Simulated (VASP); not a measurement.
## MgO under changes of volume

One of the cells (9.406 Å³/atom); the others are scaled copies at fixed shape and fractional positions:

```
Mg O
1.0
     0.00000    2.11089    2.11089
     2.11089    0.00000    2.11089
     2.11089    2.11089    0.00000
Mg O
1 1
Cartesian
  0.0000 0.0000 0.0000
  2.1109 2.1109 2.1109
```

The cell is a database's computed one.

* Program: VASP 6.6.1
* Functional: PBEsol
* Potentials or basis: VASP PAW PBE potentials, release 64 (Mg, O)
* Cutoff: 520 eV
* k mesh: 11 × 11 × 11
* Occupations: fermi-dirac, width 0.05 eV
* Spin: no spin polarisation

```tsv
volume (Å³/atom)	energy over the lowest point (meV/atom)	pressure (GPa)	gap on the mesh (eV)
8.668	27.05	13.7	5.39
8.853	13.57	9.3	5.17
9.037	4.86	5.4	4.96
9.406	0.00	-1.4	4.57
9.590	3.01	-4.3	4.38
9.775	?	?	?
```

**Question.** What does the run at 9.775 Å³/atom give?

**Answer.** Energy over the lowest point 9.21 meV/atom; pressure -6.9 GPa; gap on the mesh 4.21 eV.

Worked out: A Birch-Murnaghan fit of order 3 (a polynomial in V^(-2/3)) to the other rows has its minimum at 9.34 Å³/atom with B0 = V·E''(V) = 161 GPa and B' = 4.0. It gives 9.26 meV/atom at 9.775 Å³/atom, against the run's 9.21, and -dE/dV = -6.7 GPa, against -6.9. A straight line through the other rows of the gap, of slope -9.96 eV per unit of ln V (its deformation potential), extrapolates to 4.19 eV, against the run's 4.21.

Energies are extrapolated to zero smearing.

Caveats: the PAW data sets were made with another functional, which shifts forces and pressure a little.
